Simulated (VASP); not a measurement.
# AlP (F-43m) in VASP: a series of runs, part 2 of 2

VASP 6.6.1. The steps go on from the part before.

### Step 9. Equation of state, PBEsol, 19.03 Å³/atom (volume scaled by 0.94)

Contents of INCAR:

```
SYSTEM = AlP
PREC = Accurate
ENCUT = 520
EDIFF = 1E-7
ISMEAR = -1
SIGMA = 0.05
LREAL = .FALSE.
LASPH = .TRUE.
NELM = 60
ALGO = Normal
ISIF = 2
LWAVE = .FALSE.
LCHARG = .FALSE.
GGA = PS
NBANDS = 11
```

Contents of KPOINTS:

```
Automatic mesh
0
G
  8 8 8
  0 0 0
```

Contents of POSCAR:

```
AlP
1.0
    0.0000000000      2.6698619393      2.6698619393
    2.6698619393      0.0000000000      2.6698619393
    2.6698619393      2.6698619393      0.0000000000
P Al
1 1
Direct
    0.7500000000      0.7500000000      0.7500000000
    0.0000000000      0.0000000000      0.0000000000
```

Potentials or basis: VASP PAW PBE potentials, release 64 (P, Al).

Launch:

```console
> cat potpaw_PBE.64/P/POTCAR potpaw_PBE.64/Al/POTCAR > POTCAR
> mpirun -np 1 vasp_std > vasp.out
```

It took 5.6 s on 1 thread of Intel Xeon Platinum 8559C (Emerald Rapids), shared host; peak memory 0.15 GiB.

Results (log left out):

- Free energy: -10.9326 eV
- Pressure: 7.4 GPa
- Band gap on the k mesh: 1.30 eV, indirect (least direct gap 3.56 eV)

Caveat: the PAW data sets were made with another functional, which shifts forces and pressure a little.

### Step 10. Equation of state, PBEsol, 19.44 Å³/atom (volume scaled by 0.96)

INCAR is that of step 9.

KPOINTS is that of step 9.

Contents of POSCAR:

```
AlP
1.0
    0.0000000000      2.6886644034      2.6886644034
    2.6886644034      0.0000000000      2.6886644034
    2.6886644034      2.6886644034      0.0000000000
P Al
1 1
Direct
    0.7500000000      0.7500000000      0.7500000000
    0.0000000000      0.0000000000      0.0000000000
```

Launch:

```console
> cat potpaw_PBE.64/P/POTCAR potpaw_PBE.64/Al/POTCAR > POTCAR
> mpirun -np 1 vasp_std > vasp.out
```

It took 5.5 s on 1 thread of Intel Xeon Platinum 8559C (Emerald Rapids), shared host; peak memory 0.15 GiB.

Results (log left out):

```
Free energy            : -10.9639 eV
Pressure               : 5.0 GPa
Band gap on the k mesh : 1.34 eV, indirect (least direct gap 3.56 eV)
```

Caveat: the PAW data sets were made with another functional, which shifts forces and pressure a little.

### Step 11. Equation of state, PBEsol, 19.84 Å³/atom (volume scaled by 0.98)

INCAR is that of step 10.

KPOINTS is that of step 10.

Contents of POSCAR:

```
AlP
1.0
    0.0000000000      2.7072075025      2.7072075025
    2.7072075025      0.0000000000      2.7072075025
    2.7072075025      2.7072075025      0.0000000000
P Al
1 1
Direct
    0.7500000000      0.7500000000      0.7500000000
    0.0000000000      0.0000000000      0.0000000000
```

Launch:

```console
> cat potpaw_PBE.64/P/POTCAR potpaw_PBE.64/Al/POTCAR > POTCAR
> mpirun -np 1 vasp_std > vasp.out
```

Wall time 5.7 s (1 thread of Intel Xeon Platinum 8559C (Emerald Rapids), shared host); peak memory 0.15 GiB.

It converged, with:

```yaml
Free_energy: -10.9840 eV
Pressure: 2.9 GPa
Band_gap_on_the_k_mesh: 1.39 eV, indirect (least direct gap 3.42 eV)
```

Caveat: the PAW data sets were made with another functional, which shifts forces and pressure a little.

### Step 12. Equation of state, PBEsol, 20.65 Å³/atom (volume scaled by 1.02)

INCAR is that of step 11.

KPOINTS is that of step 11.

Contents of POSCAR:

```
AlP
1.0
    0.0000000000      2.7435501949      2.7435501949
    2.7435501949      0.0000000000      2.7435501949
    2.7435501949      2.7435501949      0.0000000000
P Al
1 1
Direct
    0.7500000000      0.7500000000      0.7500000000
    0.0000000000      0.0000000000      0.0000000000
```

Potentials or basis: VASP PAW PBE potentials, release 64 (P, Al).

Launch:

```console
> cat potpaw_PBE.64/P/POTCAR potpaw_PBE.64/Al/POTCAR > POTCAR
> mpirun -np 1 vasp_std > vasp.out
```

It took 7.3 s on 1 thread of Intel Xeon Platinum 8559C (Emerald Rapids), shared host; peak memory 0.16 GiB.

Results (log left out):

| Property | Result |
| --- | --- |
| Free energy | -10.9945 eV |
| Pressure | -0.7 GPa |
| Band gap on the k mesh | 1.47 eV, indirect (least direct gap 3.08 eV) |

Caveat: the PAW data sets were made with another functional, which shifts forces and pressure a little.

### Step 13. Equation of state, PBEsol, 21.06 Å³/atom (volume scaled by 1.04)

INCAR is that of step 12.

KPOINTS is that of step 12.

Contents of POSCAR:

```
AlP
1.0
    0.0000000000      2.7613659551      2.7613659551
    2.7613659551      0.0000000000      2.7613659551
    2.7613659551      2.7613659551      0.0000000000
P Al
1 1
Direct
    0.7500000000      0.7500000000      0.7500000000
    0.0000000000      0.0000000000      0.0000000000
```

Launch:

```console
> cat potpaw_PBE.64/P/POTCAR potpaw_PBE.64/Al/POTCAR > POTCAR
> mpirun -np 1 vasp_std > vasp.out
```

It took 7.2 s on 1 thread of Intel Xeon Platinum 8559C (Emerald Rapids), shared host; peak memory 0.16 GiB.

It converged, with:

```
Free energy            : -10.9868 eV
Pressure               : -2.3 GPa
Band gap on the k mesh : 1.50 eV, indirect (least direct gap 2.92 eV)
```

Caveat: the PAW data sets were made with another functional, which shifts forces and pressure a little.

### Step 14. Equation of state, PBEsol, 21.46 Å³/atom (volume scaled by 1.06)

INCAR is that of step 13.

KPOINTS is that of step 13.

Contents of POSCAR:

```
AlP
1.0
    0.0000000000      2.7789547475      2.7789547475
    2.7789547475      0.0000000000      2.7789547475
    2.7789547475      2.7789547475      0.0000000000
P Al
1 1
Direct
    0.7500000000      0.7500000000      0.7500000000
    0.0000000000      0.0000000000      0.0000000000
```

Launch:

```console
> cat potpaw_PBE.64/P/POTCAR potpaw_PBE.64/Al/POTCAR > POTCAR
> mpirun -np 1 vasp_std > vasp.out
```

Run time: 7.9 s. Hardware: 1 thread of Intel Xeon Platinum 8559C (Emerald Rapids), shared host; peak memory 0.16 GiB.

It converged, with:

```
Free energy            : -10.9716 eV
Pressure               : -3.7 GPa
Band gap on the k mesh : 1.54 eV, indirect (least direct gap 2.76 eV)
```

Caveat: the PAW data sets were made with another functional, which shifts forces and pressure a little.

### Step 15. Equation of state, PBEsol

Potentials or basis: VASP PAW PBE potentials, release 64 (P, Al).

No new run: the results of the series are fitted here.

Results:

| Quantity | Value |
| --- | --- |
| Equilibrium volume | 20.48 Å³/atom |
| Bulk modulus | 87 GPa |
| Pressure derivative of the bulk modulus | 4.1 |

Energy against volume, from the lowest point:
```tsv
volume (Å³/atom)	energy (meV/atom)
19.031	30.93
19.436	15.27
19.841	5.25
20.246	0.32
20.651	0.00
21.056	3.84
21.461	11.43
```

Caveat: the PAW data sets were made with another functional, which shifts forces and pressure a little.
